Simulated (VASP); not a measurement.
**A VASP 6.6.1 single-point calculation on Si**

INCAR

```
IBRION = -1
LREAL = .TRUE.
ISIF = 2
EDIFF = 1E-5
PREC = Accurate
NELM = 120
ENCUT = 520
GGA = PE
ISMEAR = -1
LCHARG = .FALSE.
NSW = 0
NBANDS = 11
LASPH = .TRUE.
SIGMA = 0.02
LWAVE = .FALSE.
```

KPOINTS

```
KPOINTS created by Atomic Simulation Environment
0
Gamma
8 8 8
0 0 0
```

POSCAR

```
Si
 1.0000000000000000
     0.1060954022000000    2.7193295421000001    2.7193295421000001
     2.7193295421000001    0.1060954022000000    2.7193295421000001
     2.7193295421000001    2.7193295421000001    0.1060954022000000
 Si
   2
Cartesian
  0.0148929586610297  0.0148929586610297  0.0148929586610297
  1.3712956629389703  1.3712956629389701  1.3712956629389701
```

The recommended PBE PAW datasets give the neutral cell 8 valence electrons.

Command

```
mpirun -np 1 vasp_std
```

How does this run end, and what does it give?

It converged. Results: gap between bands v and c on the k mesh 0.06 eV; least direct gap on the k mesh 1.67 eV; pressure 7.9 GPa; largest force 0.03 eV/Å. Band v is the last that the valence electrons fill when counted band by band, and c is the next.

OSZICAR

```
N       E                     dE             d eps       ncg     rms          rms(c)
DAV:   1     0.710584493410E+01    0.71058E+01   -0.31470E+03  1430   0.563E+02
DAV:   2    -0.103765614293E+02   -0.17482E+02   -0.16361E+02  1846   0.849E+01
DAV:   3    -0.109549289855E+02   -0.57837E+00   -0.57629E+00  1763   0.131E+01
DAV:   4    -0.109594915396E+02   -0.45626E-02   -0.45620E-02  1663   0.148E+00
DAV:   5    -0.109595343323E+02   -0.42793E-04   -0.42792E-04  1831   0.135E-01    0.524E+00
DAV:   6    -0.107983668744E+02    0.16117E+00   -0.10289E-01  1603   0.135E+00    0.319E+00
DAV:   7    -0.107302977145E+02    0.68069E-01   -0.18191E-01  1641   0.189E+00    0.280E-01
DAV:   8    -0.107313873418E+02   -0.10896E-02   -0.10483E-02  1611   0.584E-01    0.118E-01
DAV:   9    -0.107314164483E+02   -0.29106E-04   -0.44229E-04  1745   0.120E-01    0.709E-02
DAV:  10    -0.107314859045E+02   -0.69456E-04   -0.98934E-05  1647   0.554E-02    0.162E-02
DAV:  11    -0.107314873732E+02   -0.14687E-05   -0.20994E-05  1704   0.229E-02
   1 F= -.10731487E+02 E0= -.10731396E+02  d E =-.182443E-03
```

For comparison, a separate PBE run of the intended cell, on usual settings and not on those above, gives a gap of 0.06 eV on its mesh and a pressure of 8.0 GPa.
